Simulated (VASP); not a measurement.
# Au, energy along a vibration (SMASS = -2): which settings are enough?

Au, Fm-3m (no. 225), atoms displaced along the mode, 2 atoms in the cell. PBE, energy along a line of displacements; PAW potentials Au (PBE set). VASP 6.6.1.

Wanted: harmonic frequency within 1 %.

Space group without the displacement: Fm-3m (no. 225); Mode: longitudinal mode at X.

POSCAR of the starting run:
```
Au
1.0
    2.0350000000      2.0350000000      0.0000000000
   -2.0350000000      2.0350000000      0.0000000000
    0.0000000000      0.0000000000      4.0700000000
Au
2
Direct
    0.0000000000      0.0000000000     -0.0098280098
    0.5000000000      0.5000000000      0.5098280098

    0.0000000000   0.0000000000   0.0100000000
    0.0000000000   0.0000000000  -0.0100000000
```

The series start from k mesh: 7 × 7 × 5; Cutoff (eV): 300; Step along the mode (Å): 0.02; Precision and projection: Accurate, reciprocal space. Each series keeps the choices made before it, and each single choice may use up half of a tolerance.

## k mesh

| k mesh | Harmonic frequency (THz) | Time (s) |
|---|---|---|
| 3 × 3 × 2 | 4.653 | 14 |
| 4 × 4 × 3 | 4.698 | 18 |
| 5 × 5 × 4 | 4.878 | 24 |
| 7 × 7 × 5 | 4.775 | 68 |
| 8 × 8 × 6 | 4.809 | 58 |
| 10 × 10 × 8 | 4.815 | 102 |
| 13 × 13 × 10 (reference) | 4.73 | 202 |

Chosen: 13 × 13 × 10; the next looser run is off by more than half of the tolerance, so convergence isn't shown beyond this value.

## Cutoff (eV)

| Cutoff (eV) | Harmonic frequency (THz) | Time (s) |
|---|---|---|
| 170 | 4.561 | 140 |
| 200 | 4.592 | 205 |
| 230 | 4.694 | 267 |
| 270 | 4.722 | 271 |
| 300 | 4.73 | 202 |
| 350 (reference) | 4.74 | 543 |

Chosen: 270, the loosest value from which every tighter one stays within half of the tolerance.

## Precision and projection

| Precision and projection | Harmonic frequency (THz) | Time (s) |
|---|---|---|
| Accurate, reciprocal space | 4.728 | 233 |
| Normal, reciprocal space | 4.73 | 172 |
| Normal, Auto | 4.745 | 245 |

Chosen: Accurate, reciprocal space; no other choice that stays within half of the tolerance saves 30 % of the time.

Also changed on the way, by series that aren't shown: Step along the mode (Å): 0.04.

## All choices together

| Input | Harmonic frequency (THz) | Time (s) |
|---|---|---|
| defaults on a coarse mesh (naive) | 4.671 | 5.6 |
| chosen settings | 4.728 | 233 |
| reference settings throughout | 4.74 | 372 |

The chosen settings stay within the tolerance of the reference run, but the reference itself isn't shown to be converged in: k mesh.

## The input

INCAR:
```
SYSTEM = Au
  GGA = PE
  PREC = Accurate
  ENCUT = 270
  EDIFF = 1E-7
  ALGO = Normal
  LREAL = .False.
  LASPH = .True.
  ISMEAR = 1
  SIGMA = 0.15
  ISYM = 0
  LWAVE = .False.
  LCHARG = .False.
  IBRION = 0
  SMASS = -2
  POTIM = 1
  NSW = 9
  NELMIN = 4
  IWAVPR = 11
  KPAR = 2
```

KPOINTS:
```
Automatic mesh
0
Gamma
  13 13 10
  0 0 0
```

POSCAR:
```
Au
1.0
    2.0350000000      2.0350000000      0.0000000000
   -2.0350000000      2.0350000000      0.0000000000
    0.0000000000      0.0000000000      4.0700000000
Au
2
Direct
    0.0000000000      0.0000000000     -0.0196560197
    0.5000000000      0.5000000000      0.5196560197

    0.0000000000   0.0000000000   0.0200000000
    0.0000000000   0.0000000000  -0.0200000000
```

Commands:
```
cat potpaw_PBE.64/Au/POTCAR > POTCAR
mpirun -np 2 vasp_std > vasp.out
```

The chosen input took VASP 6.6.1 233 s on 2 cores (Intel Xeon Platinum 8259CL @ 2.50GHz (Skylake/Cascade Lake)), a shared host.

## An input that fails: electronic threshold far too loose

It runs to its end, but against the unchanged starting input it is off by 5 % in the harmonic frequency.

Changes against the starting input:
```
- EDIFF = 1e-07
- NELMIN = 4
+ EDIFF = 0.1
```
